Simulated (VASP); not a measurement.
# Sc (P6_3/mmc) in VASP: settings compared

Aim: see how the results for Sc move with the level of theory and the settings. Levels: PBE, RPBE, PBEsol0. Tasks: single point.

Everything below comes from runs of VASP 6.6.1. Logs are shortened: lines on timing, memory, paths and dates and some standing lists are left out, and cuts for length are marked.

### Step 1. The structure

Symmetry: P6_3/mmc, No. 194, hexagonal system. The conventional cell has a = 3.309 Å, b = 3.309 Å, c = 5.273 Å, α = 90.00°, β = 90.00°, γ = 120.00°. Sc (site symmetry -6m2) has 12 Sc at 3.26 to 3.31 Å as nearest neighbours.

### Step 2. Single point, PBE

The input, run.py:

```python
from ase.calculators.vasp import Vasp
from ase.dft.bandgap import bandgap
from ase.io import read

atoms = read('Sc.cif')
calc = Vasp(
    directory='calc',
    xc='pbe',
    pp='PBE',
    setups='minimal',
    prec='Accurate',
    encut=500,
    ediff=1e-06,
    ismear=0,
    sigma=0.1,
    lreal=False,
    lasph=True,
    nelm=80,
    algo='Fast',
    isif=2,
    lwave=False,
    lcharg=True,
    lelf=True,
    lvhar=True,
    kpts=[9, 9, 5],
    gamma=True,
)
atoms.calc = calc

print('energy (eV):', atoms.get_potential_energy())
print('free energy (eV):', atoms.get_potential_energy(force_consistent=True))
print('forces (eV/A):')
print(atoms.get_forces())
print('stress (eV/A^3, Voigt):', atoms.get_stress())
print('Fermi level (eV):', calc.get_fermi_level())
gap, top, bottom = bandgap(calc)
print('band gap (eV):', gap, 'from (spin, k, band)', top, 'to', bottom)
```

The input, Sc.cif:

```cif
data_Sc
_cell_length_a 3.30900000
_cell_length_b 3.30900000
_cell_length_c 5.27330000
_cell_angle_alpha 90.00000000
_cell_angle_beta 90.00000000
_cell_angle_gamma 120.00000000
_space_group_name_H-M_alt 'P1'
_space_group_name_Hall 'P 1'
_space_group_IT_number 1
loop_
_space_group_symop_operation_xyz
'x,y,z'
loop_
_atom_site_label
_atom_site_type_symbol
_atom_site_symmetry_multiplicity
_atom_site_Wyckoff_symbol
_atom_site_fract_x
_atom_site_fract_y
_atom_site_fract_z
_atom_site_occupancy
Sc1 Sc 1 a 0.6666666667 0.3333333333 0.7500000000 1
Sc2 Sc 1 a 0.3333333333 0.6666666667 0.2500000000 1
```

Potentials or basis: VASP PAW PBE potentials, release 64 (Sc_sv).

Started as:

```sh
$ python run.py
```

The log of the run:

```text
energy (eV): -12.49146153
free energy (eV): -12.50296464
forces (eV/A):
[[ 0. -0.  0.]
 [-0.  0.  0.]]
stress (eV/A^3, Voigt): [ 0.0010439   0.0010439   0.01050371 -0.          0.          0.        ]
Fermi level (eV): 3.59890595
band gap (eV): 0.0 from (spin, k, band) (None, None, None) to (None, None, None)
```

OUTCAR:

```text
ENCUT = 500.000000
   EDIFF = 1.00e-06
   GGA = PE
   PREC = Accurate
   ISIF = 2
   ISMEAR = 0
   NELM = 80
   LASPH = .TRUE.
   LREAL = .FALSE.

 ion  position               nearest neighbor table
   1  0.667  0.333  0.750-   2 3.26   2 3.26   2 3.26   2 3.26   2 3.26   2 3.26
   2  0.333  0.667  0.250-   1 3.26   1 3.26   1 3.26   1 3.26   1 3.26   1 3.26

  LATTYP: Found a hexagonal cell.
 ALAT       =     3.3090000000
 C/A-ratio  =     1.5936234512

  Lattice vectors:

 A1 = (   3.3090000000,   0.0000000000,   0.0000000000)
 A2 = (  -1.6545000000,   2.8656780611,   0.0000000000)
 A3 = (   0.0000000000,   0.0000000000,   5.2733000000)

Analysis of symmetry for initial positions (statically):
=====================================================================
 Subroutine PRICEL returns:
 Original cell was already a primitive cell.

 Routine SETGRP: Setting up the symmetry group for a
 hexagonal supercell.

 Subroutine GETGRP returns: Found 24 space group operations
 (whereof 12 operations were pure point group operations)
 out of a pool of 24 trial point group operations.

The static configuration has the point symmetry D_3d.
 The point group associated with its full space group is D_6h.

Analysis of symmetry for dynamics (positions and initial velocities):
=====================================================================
 Subroutine PRICEL returns:
 Original cell was already a primitive cell.

 Routine SETGRP: Setting up the symmetry group for a
 hexagonal supercell.

 Subroutine GETGRP returns: Found 24 space group operations
 (whereof 12 operations were pure point group operations)
 out of a pool of 24 trial point group operations.

The dynamic configuration has the point symmetry D_3d.
 The point group associated with its full space group is D_6h.

 Subroutine INISYM returns: Found 24 space group operations
 (whereof 12 operations are pure point group operations),
 and found     1 'primitive' translations

----------------------------------------------------------------------------------------

                                     Primitive cell

  volume of cell :      50.0042

  direct lattice vectors                    reciprocal lattice vectors
     3.309000000  0.000000000  0.000000000     0.302206105  0.174478776  0.000000000
    -1.654500000  2.865678061  0.000000000     0.000000000  0.348957552  0.000000000
     0.000000000  0.000000000  5.273300000     0.000000000  0.000000000  0.189634574

  length of vectors
     3.309000000  3.309000000  5.273300000     0.348957552  0.348957552  0.189634574

  position of ions in fractional coordinates (direct lattice)
     0.666666667  0.333333333  0.750000000
     0.333333333  0.666666667  0.250000000

  ion indices of the primitive-cell ions
   primitive index   ion index
                 1           1
                 2           2

----------------------------------------------------------------------------------------

 KPOINTS: KPOINTS created by Atomic Simulation Env

Automatic generation of k-mesh.
 Grid dimensions read from file:
 generate k-points for:    9    9    5

 Generating k-lattice:

  Cartesian coordinates                     Fractional coordinates (reciprocal lattice)
     0.033578456  0.019386531  0.000000000     0.111111111 -0.000000000  0.000000000
     0.000000000  0.038773061  0.000000000     0.000000000  0.111111111  0.000000000
     0.000000000  0.000000000  0.037926915     0.000000000  0.000000000  0.200000000

  Length of vectors
     0.038773061  0.038773061  0.037926915

  Shift w.r.t. Gamma in fractional coordinates (k-lattice)
     0.000000000  0.000000000  0.000000000

 Subroutine IBZKPT returns following result:
 ===========================================

 Found     36 irreducible k-points:

 Following reciprocal coordinates:
            Coordinates               Weight
  0.000000  0.000000  0.000000      1.000000
  0.111111 -0.000000  0.000000      6.000000
  0.222222  0.000000  0.000000      6.000000
  0.333333  0.000000  0.000000      6.000000
  0.444444  0.000000  0.000000      6.000000
  0.111111  0.111111  0.000000      6.000000
[... 28 lines left out ...]
  0.333333  0.222222  0.400000     24.000000
  0.333333  0.333333  0.400000      4.000000
   k-points           NKPTS =     36   k-points in BZ     NKDIM =     36   number of bands    NBANDS=     15
   number of dos      NEDOS =    301   number of ions     NIONS =      2
   total plane-waves  NPLWV =  23040
   dimension x,y,z NGX =    24 NGY =   24 NGZ =   40
   dimension x,y,z NGXF=    48 NGYF=   48 NGZF=   80
   ions per type =               2
   NGX,Y,Z   is equivalent  to a cutoff of  12.06, 12.06, 12.61 a.u.
   NGXF,Y,Z  is equivalent  to a cutoff of  24.12, 24.12, 25.22 a.u.
 SYSTEM =  unknown system
   PREC   = accura    normal or accurate (medium, high low for compatibility)
   ISTART =      0    job   : 0-new  1-cont  2-samecut
   ICHARG =      2    charge: 1-file 2-atom 10-const
   ISPIN  =      1    spin polarized calculation?
   LNONCOLLINEAR =      F non collinear calculations
   LSORBIT =      F    spin-orbit coupling
   LASPH  =      T    aspherical Exc in radial PAW
   ENCUT  =  500.0 eV  36.75 Ry    6.06 a.u.   6.03  6.03  9.61*2*pi/ulx,y,z
   NELM   =     80;   NELMIN=  2; NELMDL= -5     # of ELM steps
   EDIFF  = 0.1E-05   stopping-criterion for ELM
   LREAL  =      F    real-space projection
   EDIFFG = 0.1E-04   stopping-criterion for IOM
   NSW    =      0    number of steps for IOM
   IBRION =     -1    ionic relax: 0-MD 1-quasi-New 2-CG
   NFREE  =      0    steps in history (QN), initial steepest desc. (CG)
   ISIF   =      2    stress and relaxation
   ISYM   =      2    0-nonsym 1-usesym 2-fastsym
   POTIM  = 0.5000    time-step for ionic-motion
   TEBEG  =    0.0;   TEEND  =   0.0 temperature during run
   PSTRESS=    0.0 pullay stress
   NELECT =      22.0000    total number of electrons
   NUPDOWN=      -1.0000    fix difference up-down
   EMIN   =  10.00;   EMAX   =-10.00  energy-range for DOS
   EFERMI =   0.00;   METHOD = LEGACY
   ISMEAR =     0;   SIGMA  =   0.10  broadening in eV -4-tet -1-fermi 0-gaus
   EFERMI_NEDOS =   21; number of points for ismear=-14 and -15
   IALGO  =     68    algorithm
   IMIX   =      4    mixing-type and parameters
     AMIX     =   0.40;   BMIX     =  1.00
     AMIX_MAG =   1.60;   BMIX_MAG =  1.00
  volume/ion in A,a.u.               =      25.00       168.72
  Fermi-wavevector in a.u.,A,eV,Ry     =   1.245127  2.352948 21.093660  1.550340
  Thomas-Fermi vector in A             =   2.379363
   LORBIT       =      0    0 simple, 1 ext, 2 COOP (PROOUT), +10 PAW based schemes
   GGA     = PE    functional components
   LHFCALC =     F    Hartree Fock is set to
   AEXX    =    0.0000 exact exchange contribution
   IVDW    =     0    specifies the selected vdW correction
   LEPSILON=     F    determine dielectric tensor
   LRPA    =     F    only Hartree local field effects (RPA)
 non-spin polarized calculation
 RMM-DIIS sequential band-by-band and
 Gauss-broadening in eV      SIGMA  =   0.10
  energy-cutoff  :      500.00
  volume of cell :       50.00
 maximum number of plane-waves:      1290
   NGX = 13   NGY = 13   NGZ = 19

 number of electron      22.0000007 magnetization

 Free energy of the ion-electron system (eV)
  ---------------------------------------------------
  ext. energy  EPLUGINS =         0.00000000
  ---------------------------------------------------
  free energy    TOTEN  =       -12.50296464 eV

  energy without entropy =      -12.47995842  energy(sigma->0) =      -12.49146153

 E-fermi :   3.5989     XC(G=0):  -9.8215

 val. band max:        3.5894624349   @ k =   0.3333   0.1111   0.4000
 cond. band min:       3.6017282546   @ k =   0.4444   0.1111   0.4000
 fundamental gap:      0.0122658197
 Fermi energy:         3.5989059545

 k-point     1 :       0.0000    0.0000    0.0000
  band No.  band energies     occupation
      1     -45.8624      2.00000
      2     -45.8014      2.00000
      3     -24.6665      2.00000
      4     -24.3456      2.00000
      5     -24.3456      2.00000
      6     -24.2893      2.00000
      7     -24.2893      2.00000
      8     -24.2719      2.00000
      9      -1.5064      2.00000
     10       1.9401      2.00000
     11       4.0177      0.00000
     12       5.1892      0.00000
     13       5.1926      0.00000
     14       5.3105      0.00000
     15       5.5962      0.00000

 k-point     2 :       0.1111   -0.0000    0.0000
  band No.  band energies     occupation
      1     -45.8569      2.00000
      2     -45.7992      2.00000
      3     -24.6515      2.00000
      4     -24.3764      2.00000
      5     -24.3558      2.00000
      6     -24.3213      2.00000
      7     -24.2937      2.00000
      8     -24.2784      2.00000
      9      -1.2388      2.00000
     10       2.1655      2.00000
     11       3.8238      0.00147
     12       4.7878      0.00000
     13       5.3819      0.00000
     14       5.4151      0.00000
     15       5.6025      0.00000
[... 581 lines left out ...]
      3     -24.6047      2.00000
      4     -24.5909      2.00000
      5     -24.4782      2.00000
      6     -24.4471      2.00000
      7     -24.3604      2.00000
      8     -24.3403      2.00000
      9       2.5455      2.00000
     10       2.7756      2.00000
     11       3.5498      1.51270
     12       3.7339      0.05622
     13       4.1184      0.00000
     14       4.2410      0.00000
     15       5.6874      0.00000

 k-point    36 :       0.3333    0.3333    0.4000
  band No.  band energies     occupation
      1     -45.7946      2.00000
      2     -45.7946      2.00000
      3     -24.5807      2.00000
      4     -24.5807      2.00000
      5     -24.5186      2.00000
      6     -24.4803      2.00000
      7     -24.3476      2.00000
      8     -24.3476      2.00000
      9       3.1741      2.00000
     10       3.2303      2.00000
     11       3.3704      1.99877
     12       3.3704      1.99877
     13       3.9746      0.00000
     14       3.9746      0.00000
     15       5.7444      0.00000

------------------------ aborting loop because EDIFF is reached ----------------------------------------

  FORCE on cell =-STRESS in cart. coord.  units (eV):
  Direction    XX          YY          ZZ          XY          YZ          ZX
  --------------------------------------------------------------------------------------
  -------------------------------------------------------------------------------------
  Total       -0.0521996     -0.0521996     -0.5252294     -0.0000000      0.0000000     -0.0000000
  in kB       -1.6725193     -1.6725193    -16.8287929     -0.0000000      0.0000000     -0.0000000
  external PRESSURE =      -6.7246105 kB  Pullay stress =       0.0000000 kB

 VOLUME and BASIS-vectors are now :
 -----------------------------------------------------------------------------
  energy-cutoff  :      500.00
  volume of cell :       50.00
      direct lattice vectors                 reciprocal lattice vectors
     3.309000000  0.000000000  0.000000000     0.302206105  0.174478776  0.000000000
    -1.654500000  2.865678061  0.000000000     0.000000000  0.348957552  0.000000000
     0.000000000  0.000000000  5.273300000     0.000000000  0.000000000  0.189634574

 POSITION                                       TOTAL-FORCE (eV/Angst)
 -----------------------------------------------------------------------------------
      1.65450      0.95523      3.95498         0.000000     -0.000000      0.000000
     -0.00000      1.91045      1.31832        -0.000000      0.000000      0.000000
 -----------------------------------------------------------------------------------
    total drift:                               -0.000000      0.000000     -0.000000

  FREE ENERGIE OF THE ION-ELECTRON SYSTEM (eV)
  ---------------------------------------------------
  free  energy   TOTEN  =       -12.5029646367 eV

  energy  without entropy=      -12.4799584248  energy(sigma->0) =      -12.49146153
```

INCAR:

```text
ENCUT = 500.000000
SIGMA = 0.100000
EDIFF = 1.00e-06
ALGO = Fast
GGA = PE
PREC = Accurate
ISIF = 2
ISMEAR = 0
NELM = 80
LASPH = .TRUE.
LCHARG = .TRUE.
LELF = .TRUE.
LVHAR = .TRUE.
LWAVE = .FALSE.
LREAL = .FALSE.
```

Wall time 31 s (1 thread of Intel Xeon Platinum 8559C (Emerald Rapids), shared host); peak memory 0.16 GiB.

What came out:

- Free energy: -12.5030 eV
- Pressure: -0.7 GPa
- Band gap on the k mesh: none (metal or under the smearing width)

Levels at points of the mesh, in eV from the Fermi level:
```tsv
k point	band 7	band 8	band 9	band 10	band 11	band 12	band 13	band 14	band 15
(0.00, 0.00, 0.00)	-27.89	-27.87	-5.11	-1.66	0.42	1.59	1.59	1.71	2.00
```

### Step 3. Single point, RPBE

The input, INCAR:

```
SYSTEM = Sc
  PREC = Accurate
  ENCUT = 550
  EDIFF = 1E-7
  ISMEAR = 0
  SIGMA = 0.05
  LREAL = .False.
  LASPH = .True.
  NELM = 100
  ALGO = Normal
  ISIF = 2
  LWAVE = .False.
  LCHARG = .True.
  GGA = RP
  LELF = .True.
  LVHAR = .True.
  NBANDS = 18
```

The input, KPOINTS:

```
regular mesh
0
Gamma
  9 9 5
  0 0 0
```

The input, POSCAR:

```
Sc
3.309
    1.000000000000      0.000000000000      0.000000000000
   -0.500000000000      0.866025403778      0.000000000000
    0.000000000000      0.000000000000      1.593623451194
Sc
2
Direct
    0.6666666667      0.3333333333      0.7500000000
    0.3333333333      0.6666666667      0.2500000000
```

Potentials or basis: VASP PAW PBE potentials, release 64 (Sc_sv_GW).

Started as:

```sh
$ cat potpaw_PBE.64/Sc_sv_GW/POTCAR > POTCAR
$ mpirun -np 1 vasp_std > vasp.out
```

Run time: 62 s. Hardware: 1 thread of Intel Xeon Platinum 8488C (Sapphire Rapids), shared host; peak memory 0.2 GiB.

Results (log left out):

```yaml
Free_energy: -16.7040 eV
Pressure: 0.6 GPa
Band_gap_on_the_k_mesh: none (metal or under the smearing width)
```

Stress tensor (GPa, compression positive):
```
 1.11  0.00  0.00
 0.00  1.11  0.00
 0.00  0.00 -0.37
```

Levels at points of the mesh, in eV from the Fermi level:
| k point | band 7 | band 8 | band 9 | band 10 | band 11 | band 12 | band 13 | band 14 | band 15 | band 16 |
| --- | --- | --- | --- | --- | --- | --- | --- | --- | --- | --- |
| (0.00, 0.00, 0.00) | -27.96 | -27.94 | -5.10 | -1.64 | 0.39 | 1.62 | 1.62 | 1.73 | 2.02 | 2.02 |

Caveat: the PAW data sets were made with another functional, which shifts forces and pressure a little.

### Step 4. Single point, RPBE

The input, run.py:

```python
from ase.calculators.vasp import Vasp
from ase.dft.bandgap import bandgap
from ase.spacegroup import crystal

atoms = crystal(
    ['Sc'],
    basis=[[0.6666666667, 0.3333333333, 0.75]],
    spacegroup=194,
    setting=1,
    cellpar=[3.309, 3.309, 5.2733, 90.0, 90.0, 120.0],
    primitive_cell=True,
)
calc = Vasp(
    directory='calc',
    xc='rpbe',
    pp='PBE',
    setups='gw',
    prec='Accurate',
    encut=550,
    ediff=1e-07,
    ismear=0,
    sigma=0.05,
    lreal=False,
    lasph=True,
    nelm=80,
    algo='Normal',
    isif=2,
    lwave=False,
    lcharg=False,
    kpts=[9, 9, 5],
    gamma=True,
    nbands=18,
)
atoms.calc = calc

print('energy (eV):', atoms.get_potential_energy())
print('free energy (eV):', atoms.get_potential_energy(force_consistent=True))
print('forces (eV/A):')
print(atoms.get_forces())
print('stress (eV/A^3, Voigt):', atoms.get_stress())
print('Fermi level (eV):', calc.get_fermi_level())
gap, top, bottom = bandgap(calc)
print('band gap (eV):', gap, 'from (spin, k, band)', top, 'to', bottom)
```

Potentials or basis: VASP PAW PBE potentials, release 64 (Sc_sv_GW).

Started as:

```sh
$ python run.py
```

The log of the run:

```text
energy (eV): -16.70050586
free energy (eV): -16.70395071
forces (eV/A):
[[ 0. -0.  0.]
 [-0.  0.  0.]]
stress (eV/A^3, Voigt): [-0.00695781 -0.00695781  0.00232066 -0.          0.         -0.        ]
Fermi level (eV): 5.92231474
band gap (eV): 0.0 from (spin, k, band) (None, None, None) to (None, None, None)
```

OUTCAR:

```text
ENCUT = 550.000000
   EDIFF = 1.00e-07
   GGA = RP
   PREC = Accurate
   ISIF = 2
   ISMEAR = 0
[... 730 lines left out ...]
      1.65450      0.95523      3.95498         0.000000     -0.000000      0.000000
     -0.00000      1.91045      1.31832        -0.000000      0.000000      0.000000
 -----------------------------------------------------------------------------------
    total drift:                               -0.000000      0.000000     -0.000000

  FREE ENERGIE OF THE ION-ELECTRON SYSTEM (eV)
  ---------------------------------------------------
  free  energy   TOTEN  =       -16.7039507136 eV

  energy  without entropy=      -16.6970610028  energy(sigma->0) =      -16.70050586
```

INCAR:

```text
ENCUT = 550.000000
SIGMA = 0.050000
EDIFF = 1.00e-07
ALGO = Normal
GGA = RP
PREC = Accurate
ISIF = 2
ISMEAR = 0
NBANDS = 18
NELM = 80
LASPH = .TRUE.
LCHARG = .FALSE.
LWAVE = .FALSE.
LREAL = .FALSE.
```

Run time: 48 s. Hardware: 1 thread of Intel Xeon Platinum 8488C (Sapphire Rapids), shared host; peak memory 0.2 GiB.

What came out:

- Free energy: -16.7040 eV
- Pressure: 0.6 GPa
- Band gap on the k mesh: none (metal or under the smearing width)

Stress tensor (GPa, compression positive):
```
 1.11  0.00  0.00
 0.00  1.11  0.00
 0.00  0.00 -0.37
```

Levels at points of the mesh, in eV from the Fermi level:
| k point | band 8 | band 9 | band 10 | band 11 | band 12 | band 13 | band 14 | band 15 |
| --- | --- | --- | --- | --- | --- | --- | --- | --- |
| (0.00, 0.00, 0.00) | -27.94 | -5.10 | -1.64 | 0.39 | 1.62 | 1.62 | 1.73 | 2.02 |

Caveat: the PAW data sets were made with another functional, which shifts forces and pressure a little.

(Part 1 of 2 ends here.)
